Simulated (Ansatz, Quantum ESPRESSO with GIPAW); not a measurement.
# 13C and 1H NMR of KHCO2, calculated

Aim: the magnetic shielding tensor of every site in KHCO2 and the field gradients at its nuclei.

Program: Quantum ESPRESSO with GIPAW 8.0dev (patched build). Level of theory: DFT, PBEsol, plane-wave PAW (pslibrary 1.0.0 recipes), scalar-relativistic, GIPAW; a patched development version of the program. Results are calculated unless marked as measured.

## (1) The structure

The structure is orthorhombic, space group Cmcm (No. 63). The conventional cell has a = 5.931 Å, b = 6.951 Å, c = 7.052 Å, α = 90.00°, β = 90.00°, γ = 90.00°. Nearest to K lie 8 O at 2.86 to 3.03 Å. O has 1 C at 1.27 Å and 2 H at 2.04 to 2.56 Å and 4 K at 2.86 to 3.03 Å nearest. Nearest to C lie 1 H at 1.12 Å and 2 O at 1.27 Å. Nearest to H lie 1 C at 1.12 Å. Farther neighbours and most contacts between anions are not listed.

The cell is a computed entry of the Materials Project; it need not be the form that is stable at ambient conditions.

This structure had its atoms relaxed beforehand (DFT, PBEsol, plane-wave PAW (pslibrary 1.0.0 recipes), Quantum ESPRESSO with GIPAW), starting from the database entry, since shieldings follow bond lengths closely.

## (2) Ground state

First the ground state. The response equations take the occupied wavefunctions as exact, so conv_thr is set much tighter than for an energy. No empty states are asked for: the response is solved without them. The mesh has a spacing of 0.35 Å⁻¹ at most. The PAW files were made with ld1.x from the pslibrary 1.0.0 recipes, with GIPAW reconstruction switched on.

The input, scf.in:

```
&control
  calculation = 'scf'
  prefix = 'x'
  outdir = './tmp/'
  pseudo_dir = './'
/
&system
  ibrav = 0
  nat = 10
  ntyp = 4
  ecutwfc = 55
  ecutrho = 330
  nbnd = 26
/
&electrons
  conv_thr = 1.0d-10
  mixing_beta = 0.7
  electron_maxstep = 100
/
ATOMIC_SPECIES
  K 39.098 K.pbesol-spn-kjpaw_psl.1.0.0-gipaw.UPF
  O 15.999 O.pbesol-n-kjpaw_psl.1.0.0-gipaw.UPF
  C 12.011 C.pbesol-n-kjpaw_psl.1.0.0-gipaw.UPF
  H 1.008 H.pbesol-kjpaw_psl.1.0.0-gipaw.UPF
CELL_PARAMETERS angstrom
  2.96559700 -3.47558300 0.00000000
  2.96559700 3.47558300 0.00000000
  0.00000000 0.00000000 7.05183000
ATOMIC_POSITIONS crystal
  K -0.00000000 -0.00000000 0.00000000
  K -0.00000000 -0.00000000 0.50000000
  O 0.87580821 0.50447972 0.25000000
  O 0.50447972 0.87580821 0.75000000
  O 0.12419179 0.49552028 0.75000000
  O 0.49552028 0.12419179 0.25000000
  C 0.39758433 0.60241567 0.75000000
  C 0.60241567 0.39758433 0.25000000
  H 0.55886249 0.44113751 0.75000000
  H 0.44113751 0.55886249 0.25000000
K_POINTS automatic
  4 4 3 0 0 0
```

The run is started by

```bash
$ mpirun -np 4 pw.x -nk 4 -in scf.in > scf.out
```

The program printed:

```text
using ibrav=0 with symmetry is DISCOURAGED, use correct ibrav instead

     bravais-lattice index     =            0
     lattice parameter (alat)  =       8.6339  a.u.
     unit-cell volume          =     980.9982 (a.u.)^3
     number of atoms/cell      =           10
     number of atomic types    =            4
     number of electrons       =        52.00
     number of Kohn-Sham states=           26
     kinetic-energy cutoff     =      55.0000  Ry
     charge density cutoff     =     330.0000  Ry
     scf convergence threshold =      1.0E-10
     mixing beta               =       0.7000
     number of iterations used =            8  plain     mixing
     Exchange-correlation= SLA-PW-PSX-PSC
                           (   1   4  10   8   0   0   0)
[...]
K                 9.00    39.09800     K ( 1.00)
     O                 6.00    15.99900     O ( 1.00)
     C                 4.00    12.01100     C ( 1.00)
     H                 1.00     1.00800     H ( 1.00)

      8 Sym. Ops., with inversion, found ( 4 have fractional translation)
[...]
number of k points=    14
[...]
Dense  grid:    99225 G-vectors     FFT dimensions: (  50,  50,  80)

     Smooth grid:    54099 G-vectors     FFT dimensions: (  45,  45,  64)

     Check: negative core charge=   -0.000006

     Initial potential from superposition of free atoms

     starting charge      51.9628, renormalised to      52.0000
     Starting wfcs are   42 randomized atomic wfcs

     Self-consistent Calculation

     iteration #  1     ecut=    55.00 Ry     beta= 0.70
     Davidson diagonalization with overlap
     ethr =  1.00E-02,  avg # of iterations =  2.0

     total energy              =    -425.50062862 Ry
     estimated scf accuracy    <       1.37703479 Ry

     iteration #  2     ecut=    55.00 Ry     beta= 0.70
     Davidson diagonalization with overlap
     ethr =  2.65E-03,  avg # of iterations =  6.6

     total energy              =    -426.11191668 Ry
     estimated scf accuracy    <       1.22440376 Ry

     iteration #  3     ecut=    55.00 Ry     beta= 0.70
     Davidson diagonalization with overlap
     ethr =  2.35E-03,  avg # of iterations =  2.0

     total energy              =    -425.99664594 Ry
     estimated scf accuracy    <       0.26561340 Ry

[...]
total energy              =    -426.30287227 Ry
[...]
iteration # 31     ecut=    55.00 Ry     beta= 0.70
     Davidson diagonalization with overlap
     ethr =  6.36E-13,  avg # of iterations =  2.0

     total energy              =    -426.30287227 Ry
     estimated scf accuracy    <          1.8E-09 Ry

     iteration # 32     ecut=    55.00 Ry     beta= 0.70
     Davidson diagonalization with overlap
     ethr =  6.36E-13,  avg # of iterations =  8.4

     End of self-consistent calculation
     [one-electron energies left out]

!    total energy              =    -426.30287227 Ry
     total all-electron energy =     -3159.861030 Ry
     estimated scf accuracy    <          5.4E-11 Ry

     The total energy is the sum of the following terms:
     one-electron contribution =    -129.68492670 Ry
     hartree contribution      =      87.17890328 Ry
     xc contribution           =     -62.23333063 Ry
     ewald contribution        =    -165.26004725 Ry
     one-center paw contrib.   =    -156.30347097 Ry

     convergence has been achieved in  32 iterations
[...]
JOB DONE.
```

It took 2.4 min on 4 MPI ranks of Intel Xeon Platinum 8259CL at 2.50GHz (Skylake/Cascade Lake), shared host; peak memory 0.86 GiB.

It converged in 32 cycles to an estimated accuracy of 5e-11 Ry, on 14 irreducible k-points.

## (3) Shieldings

A uniform field breaks periodicity, so gipaw.x applies it as a wave of small q and takes the limit. It solves for the first-order states, builds the induced current and gets the field at each nucleus by Biot–Savart; the PAW spheres add what the smooth waves miss near the nuclei. pawproj makes the reconstruction use the PAW data sets' own projectors.

The input, nmr.in:

```
&inputgipaw
  job = 'nmr'
  prefix = 'x'
  tmp_dir = './tmp/'
  restart_mode = 'from_scratch'
  verbosity = 'low'
  q_gipaw = 0.01
  spline_ps = .true.
  conv_threshold = 1.0d-11
  use_nmr_macroscopic_shape = .false.
  pawproj(1) = .true.
  pawproj(2) = .true.
  pawproj(3) = .true.
  pawproj(4) = .true.
/
```

The run is started by

```bash
$ mpirun -np 4 gipaw.x -in nmr.in > nmr.out
```

The program printed:

```text
[banner, memory and clock lines left out]
[a note of our patched build left out]

     Parallelizing q-star over 1 images

     IMPORTANT: XC functional enforced from input :
     Exchange-correlation= PBESOL
                           (   1   4  10   8   0   0   0)
     Any further DFT definition will be discarded
     Please, verify this is what you really want

     Check: negative core charge=   -0.000006
[...]
projs nearly linearly dependent: l=0  n1,n2= 1, 2  s=  0.99583929
[...]
projs nearly linearly dependent: l=0  n1,n2= 1, 2  s=  0.99970544
[...]
alpha_pv=     55.2924 eV

     spline_ps is .false., expect some extrapolation errors

     q-space interpolation up to    66.00 Rydberg

     GIPAW job: nmr
     NMR macroscopic correction: no
[...]
Computing the magnetic susceptibility     isolve=0    ethr=  0.1000E-10
     Starting from scratch
     k-point #    1 of    14      pool #  1    cpu time:       3.2
[...]
End of magnetic susceptibility calculation

     f-sum rule (1st term):
           -51.2941          0.0000          0.0000
             0.0000        -51.2178          0.0000
             0.0000          0.0000        -51.3137

     f-sum rule (2nd term):
            -0.8627          0.0000          0.0000
             0.0000         -0.9396          0.0000
             0.0000          0.0000         -0.8418

     f-sum rule (should be   -52.1519):
           -52.1568          0.0000          0.0000
             0.0000        -52.1574          0.0000
             0.0000          0.0000        -52.1555

[... susceptibilities left out ...]
     Contributions to the NMR chemical shifts: -------------------------------

     Macroscopic shape contribution in ppm:                    0.00
             0.0000          0.0000          0.0000
             0.0000          0.0000          0.0000
             0.0000          0.0000          0.0000

     Core contribution in ppm:

     Atom  1  K   pos: (  0.000000  0.000000  0.000000)  core sigma:        1192.38
     Atom  2  K   pos: (  0.000000  0.000000  0.771728)  core sigma:        1192.38
     Atom  3  O   pos: (  0.895931 -0.282474  0.385864)  core sigma:         270.50
     Atom  4  O   pos: (  0.895931  0.282474  1.157592)  core sigma:         270.50
     Atom  5  O   pos: (  0.402249  0.282474  1.157592)  core sigma:         270.50
     Atom  6  O   pos: (  0.402249 -0.282474  0.385864)  core sigma:         270.50
     Atom  7  C   pos: (  0.649090  0.155818  1.157592)  core sigma:         199.99
     Atom  8  C   pos: (  0.649090 -0.155818  0.385864)  core sigma:         199.99
     Atom  9  H   pos: (  0.649090 -0.089555  1.157592)  core sigma:           0.00
     Atom 10  H   pos: (  0.649090  0.089555  0.385864)  core sigma:           0.00

     Bare contribution in ppm:

     Atom  1  K   pos: (  0.000000  0.000000  0.000000)  bare sigma:         123.42
[...]
Atom  2  K   pos: (  0.000000  0.000000  0.771728)  bare sigma:         123.42
[...]
Atom  3  O   pos: (  0.895931 -0.282474  0.385864)  bare sigma:         -22.12
[...]
Atom  4  O   pos: (  0.895931  0.282474  1.157592)  bare sigma:         -22.12
[...]
Atom  5  O   pos: (  0.402249  0.282474  1.157592)  bare sigma:         -22.12
[...]
Atom  6  O   pos: (  0.402249 -0.282474  0.385864)  bare sigma:         -22.12
[...]
Atom  7  C   pos: (  0.649090  0.155818  1.157592)  bare sigma:         -86.38
[...]
Atom  8  C   pos: (  0.649090 -0.155818  0.385864)  bare sigma:         -86.38
[...]
Atom  9  H   pos: (  0.649090 -0.089555  1.157592)  bare sigma:          13.37
[...]
Atom 10  H   pos: (  0.649090  0.089555  0.385864)  bare sigma:          13.37
[...]
Diamagnetic contribution in ppm:

     Atom  1  K   pos: (  0.000000  0.000000  0.000000)  dia sigma:          -3.52
[...]
Atom  2  K   pos: (  0.000000  0.000000  0.771728)  dia sigma:          -3.52
[...]
Atom  3  O   pos: (  0.895931 -0.282474  0.385864)  dia sigma:          17.50
[...]
Atom  4  O   pos: (  0.895931  0.282474  1.157592)  dia sigma:          17.50
[...]
Atom  5  O   pos: (  0.402249  0.282474  1.157592)  dia sigma:          17.50
[...]
Atom  6  O   pos: (  0.402249 -0.282474  0.385864)  dia sigma:          17.50
[...]
Atom  7  C   pos: (  0.649090  0.155818  1.157592)  dia sigma:           4.43
[...]
Atom  8  C   pos: (  0.649090 -0.155818  0.385864)  dia sigma:           4.43
[...]
Atom  9  H   pos: (  0.649090 -0.089555  1.157592)  dia sigma:           1.08
[...]
Atom 10  H   pos: (  0.649090  0.089555  0.385864)  dia sigma:           1.08
[...]
Paramagnetic contribution in ppm:

     Atom  1  K   pos: (  0.000000  0.000000  0.000000)  para sigma:        -216.75
[...]
Atom  2  K   pos: (  0.000000  0.000000  0.771728)  para sigma:        -216.75
[...]
Atom  3  O   pos: (  0.895931 -0.282474  0.385864)  para sigma:        -108.88
[...]
Atom  4  O   pos: (  0.895931  0.282474  1.157592)  para sigma:        -108.88
[...]
Atom  5  O   pos: (  0.402249  0.282474  1.157592)  para sigma:        -108.88
[...]
Atom  6  O   pos: (  0.402249 -0.282474  0.385864)  para sigma:        -108.88
[...]
Atom  7  C   pos: (  0.649090  0.155818  1.157592)  para sigma:         -99.85
[...]
Atom  8  C   pos: (  0.649090 -0.155818  0.385864)  para sigma:         -99.85
[...]
Atom  9  H   pos: (  0.649090 -0.089555  1.157592)  para sigma:           0.00
[...]
Atom 10  H   pos: (  0.649090  0.089555  0.385864)  para sigma:           0.00
[...]
Paramagnetic US occ-occ contribution in ppm:

     Atom  1  K   pos: (  0.000000  0.000000  0.000000)  para_oo sigma:          -0.23
[...]
Atom  2  K   pos: (  0.000000  0.000000  0.771728)  para_oo sigma:          -0.23
[...]
Atom  3  O   pos: (  0.895931 -0.282474  0.385864)  para_oo sigma:          -1.58
[...]
Atom  4  O   pos: (  0.895931  0.282474  1.157592)  para_oo sigma:          -1.58
[...]
Atom  5  O   pos: (  0.402249  0.282474  1.157592)  para_oo sigma:          -1.58
[...]
Atom  6  O   pos: (  0.402249 -0.282474  0.385864)  para_oo sigma:          -1.58
[...]
Atom  7  C   pos: (  0.649090  0.155818  1.157592)  para_oo sigma:          -0.49
[...]
Atom  8  C   pos: (  0.649090 -0.155818  0.385864)  para_oo sigma:          -0.49
[...]
Atom  9  H   pos: (  0.649090 -0.089555  1.157592)  para_oo sigma:           0.00
[...]
Atom 10  H   pos: (  0.649090  0.089555  0.385864)  para_oo sigma:           0.00
[...]
Paramagnetic US L_R Q_R contribution in ppm:

     Atom  1  K   pos: (  0.000000  0.000000  0.000000)  para_lq sigma:         106.49
[...]
Atom  2  K   pos: (  0.000000  0.000000  0.771728)  para_lq sigma:         106.49
[...]
Atom  3  O   pos: (  0.895931 -0.282474  0.385864)  para_lq sigma:        -221.76
[...]
Atom  4  O   pos: (  0.895931  0.282474  1.157592)  para_lq sigma:        -221.76
[...]
Atom  5  O   pos: (  0.402249  0.282474  1.157592)  para_lq sigma:        -221.76
[...]
Atom  6  O   pos: (  0.402249 -0.282474  0.385864)  para_lq sigma:        -221.76
[...]
Atom  7  C   pos: (  0.649090  0.155818  1.157592)  para_lq sigma:         -29.25
[...]
Atom  8  C   pos: (  0.649090 -0.155818  0.385864)  para_lq sigma:         -29.25
[...]
Atom  9  H   pos: (  0.649090 -0.089555  1.157592)  para_lq sigma:           0.00
[...]
Atom 10  H   pos: (  0.649090  0.089555  0.385864)  para_lq sigma:           0.00
[...]
Total NMR chemical shifts in ppm: ---------------------------------------
     (adopting the Simpson convention for anisotropy and asymmetry)-----------

     Atom  1  K   pos: (  0.000000  0.000000  0.000000)  Total sigma:        1201.80
          1196.1527          0.0000         -0.0000
            -0.0000       1195.6602        -20.8634
            -0.0000          7.6887       1213.5809

     K       1    anisotropy:     20.92    eta:    0.1903
[...]
Atom  2  K   pos: (  0.000000  0.000000  0.771728)  Total sigma:        1201.80
[... its tensor is left out ...]
     Atom  3  O   pos: (  0.895931 -0.282474  0.385864)  Total sigma:         -66.34
          -256.2592        -98.0305         -0.0000
           -49.7863       -138.0211          0.0000
            -0.0000          0.0000        195.2694

     O       3    anisotropy:    392.41    eta:    0.7236
[...]
Atom  4  O   pos: (  0.895931  0.282474  1.157592)  Total sigma:         -66.34
[... its tensor is left out ...]
     Atom  5  O   pos: (  0.402249  0.282474  1.157592)  Total sigma:         -66.34
[... its tensor is left out ...]
     Atom  6  O   pos: (  0.402249 -0.282474  0.385864)  Total sigma:         -66.34
[... its tensor is left out ...]
     Atom  7  C   pos: (  0.649090  0.155818  1.157592)  Total sigma:         -11.55
            -6.0512         -0.0000         -0.0000
            -0.0000        -89.2189          0.0000
            -0.0000          0.0000         60.6070

     C       7    anisotropy:   -116.50    eta:    0.8583
[...]
Atom  8  C   pos: (  0.649090 -0.155818  0.385864)  Total sigma:         -11.55
[... its tensor is left out ...]
     Atom  9  H   pos: (  0.649090 -0.089555  1.157592)  Total sigma:          14.45
            16.1911          0.0000          0.0000
             0.0000         18.4645          0.0000
             0.0000          0.0000          8.7086

     H       9    anisotropy:     -8.62    eta:    0.3956
[...]
Atom 10  H   pos: (  0.649090  0.089555  0.385864)  Total sigma:          14.45
[... its tensor is left out ...]
```

Wall time 10 min (4 MPI ranks); peak memory 0.55 GiB; 41 min of CPU time.

The f-sum rule is met to 0.0055 of 52.2 (0.01 %). Converged shieldings require that this miss be small, but a small miss does not prove them.

From the symmetric part of each tensor, with principal values σ11 ≤ σ22 ≤ σ33: σ_iso is their mean, the span is σ33 − σ11 and the skew 3(σ_iso − σ22)/span. (gipaw.x prints an anisotropy in another convention.)

| site | atom no. | atoms in cell | σ_iso (ppm) | span (ppm) | skew |
| --- | --- | --- | --- | --- | --- |
| K | 1 | 2 | 1201.8 | 22.2 | 0.76 |
| O | 3 | 4 | -66.3 | 487.1 | 0.22 |
| C | 7 | 2 | -11.6 | 149.8 | -0.11 |
| H | 9 | 2 | 14.45 | 9.76 | -0.53 |

The macroscopic shape term is switched off. For a spherical sample the valence susceptibility of this run would add about 7 ppm to every site, a rough estimate, since the susceptibility converges slowly and lacks part of the PAW terms. Differences within the crystal don't depend on it, but shieldings of different compounds can't be compared to better than a few ppm without it.

In this run the largest span is that of O (site symmetry m), with principal values -291.8, -102.5 and 195.3 ppm. On H the most shielded direction lies along its short bond to C.

How the isotropic values are made up (ppm). The core part is that of the free atom's core; bare is the current of the smooth valence states; the last two are what the PAW spheres add to the diamagnetic and the paramagnetic current:

| site | core | bare | reconstruction, dia | reconstruction, para |
| --- | --- | --- | --- | --- |
| K | 1192.4 | 123.4 | -3.5 | -110.5 |
| O | 270.5 | -22.1 | 17.5 | -332.2 |
| C | 200.0 | -86.4 | 4.4 | -129.6 |
| H | 0.0 | 13.4 | 1.1 | 0.0 |

(Continued in part 2 of 2.)

[Banner, clock, file and message-heading lines were taken out of the pw.x and gipaw.x logs.]

[Logs are printed without paths, hosts, clocks, repeated set-up lines and the standing remarks that a program may print on its own settings, such as how far it seeks lower states.]

[Hosts, paths, dates, database ids (printed as entryN), source tags and the programs' standing remarks are cut or masked in the printed files.]

[Where no reference line passes its bar on scatter, no shift is given, so a measured shift of this compound may stand uncompared.]
